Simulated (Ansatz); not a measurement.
SnO2:

```
Sn O
1.0
     5.17526    0.00000    0.00000
     0.00000    5.17526    0.00000
     0.00000    0.00000    5.17526
Sn O
4 8
Direct
  0.00000 0.00000 0.00000
  0.50000 0.00000 0.50000
  0.50000 0.50000 0.00000
  0.00000 0.50000 0.50000
  0.66110 0.83890 0.16110
  0.83890 0.16110 0.66110
  0.16110 0.66110 0.83890
  0.33890 0.33890 0.33890
  0.66110 0.66110 0.66110
  0.83890 0.33890 0.16110
  0.16110 0.83890 0.33890
  0.33890 0.16110 0.83890
```

Measurements of this composition are mostly on another form, of space group No. 136.

* Program: Ansatz 0.2.0
* Task: relaxation of cell and atoms
* Functional: PBE
* Dispersion: D4
* Potentials or basis: Ansatz PAW
* Cutoff: 420 eV (not typed: the program's choice for these potentials)
* k mesh: 5 × 5 × 5
* Occupations: fermi-dirac, width 0.05 eV
* Spin: no spin polarisation

At the start: volume 11.55 Å³/atom.

Task: How do energy, volume and symmetry change on relaxing?

Result: It ends after 6 steps and the volume is 11.30 Å³/atom (-2.2 %); space group Pa-3 (No. 205, to 0.05 Å).

The path:
```
step  energy change (eV)  largest force (eV/Å)  volume (Å³)
   1              0.0000                0.0064       138.61
   2             -0.0568                0.0030       135.55
   3             -0.0562                0.0003       135.67
   4             -0.0406                0.0004       135.67
   5             -0.0413                0.0001       135.57
   6             -0.0410                0.0001       135.57
```

Final structure:
```cif
data_structure
_symmetry_space_group_name_H-M 'P 1'
_symmetry_Int_Tables_number 1
_cell_length_a 5.1371
_cell_length_b 5.1371
_cell_length_c 5.1371
_cell_angle_alpha 90.000
_cell_angle_beta 90.000
_cell_angle_gamma 90.000
_cell_volume 135.57
loop_
_atom_site_label
_atom_site_type_symbol
_atom_site_fract_x
_atom_site_fract_y
_atom_site_fract_z
_atom_site_occupancy
Sn1 Sn 0.00000 0.00000 0.00000 1
Sn2 Sn 0.50000 0.00000 0.50000 1
Sn3 Sn 0.50000 0.50000 0.00000 1
Sn4 Sn 0.00000 0.50000 0.50000 1
O1 O 0.66017 0.83983 0.16017 1
O2 O 0.83983 0.16017 0.66017 1
O3 O 0.16017 0.66017 0.83983 1
O4 O 0.33983 0.33983 0.33983 1
O5 O 0.66017 0.66017 0.66017 1
O6 O 0.83983 0.33983 0.16017 1
O7 O 0.16017 0.83983 0.33983 1
O8 O 0.33983 0.16017 0.83983 1
```

Caveat: the plane-wave basis is chosen anew once the cell has moved, so the energies of steps on either side of that aren't comparable; the pressure holds a Pulay correction of +0.9 GPa for the finite cutoff.
